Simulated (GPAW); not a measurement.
The system is BaTiO3.

```xyz
5
Lattice="3.9998 0.0000 0.0000 0.0000 3.9998 0.0000 0.0000 0.0000 4.0180" Properties=species:S:1:pos:R:3 pbc="T T T"
Ba    0.0000    0.0000    0.0000
Ti    1.9999    1.9999    1.9688
O     0.0000    1.9999    2.0773
O     1.9999    0.0000    2.0773
O     1.9999    1.9999    0.0763
```

```yaml
Program: GPAW 26.7.0
Task: relaxation of cell and atoms
Functional: PBE
Dispersion: D3
Potentials_or_basis: GPAW PAW data sets (gpaw-data 1.2.1)
Cutoff: 800 eV
Basis: pw
k_mesh: 4 × 4 × 4
Occupations: fermi-dirac, width 0.05 eV
Spin: no spin polarisation
```

At the start: pressure 1.4 GPa; volume 12.86 Å³/atom.

Task: How do energy, volume and symmetry change on relaxing?

Result: Over 12 steps the energy falls by 5.1 meV/atom and the volume is 13.15 Å³/atom (+2.3 %); space group P4mm (No. 99, to 0.05 Å).

Step by step:
```csv
step,energy change (eV),largest force (eV/Å),pressure (GPa),volume (Å³)
1,0.0000,0.2811,1.41,64.28
2,-0.0024,0.2405,1.34,64.34
3,-0.0115,0.1611,0.90,64.91
4,-0.0125,0.0774,0.77,64.90
5,-0.0151,0.0559,0.27,65.07
6,-0.0180,0.1228,-0.51,65.43
7,-0.0197,0.1190,-0.93,65.70
8,-0.0211,0.0665,-1.09,65.91
9,-0.0226,0.0572,-0.99,66.01
10,-0.0244,0.0903,-0.58,66.00
11,-0.0254,0.0511,-0.14,65.85
12,-0.0253,0.0252,-0.02,65.77
```

Final structure:
```
Ba Ti O
1.0
     3.98818    0.00000    0.00000
     0.00000    3.98818    0.00000
     0.00000    0.00000    4.13479
Ba Ti O
1 1 3
Direct
  0.00000 0.00000 0.99344
  0.50000 0.50000 0.47658
  0.00000 0.50000 0.51943
  0.50000 0.00000 0.51943
  0.50000 0.50000 0.03426
```

Caveat: the k mesh is coarse; later steps reuse the first step's grids.
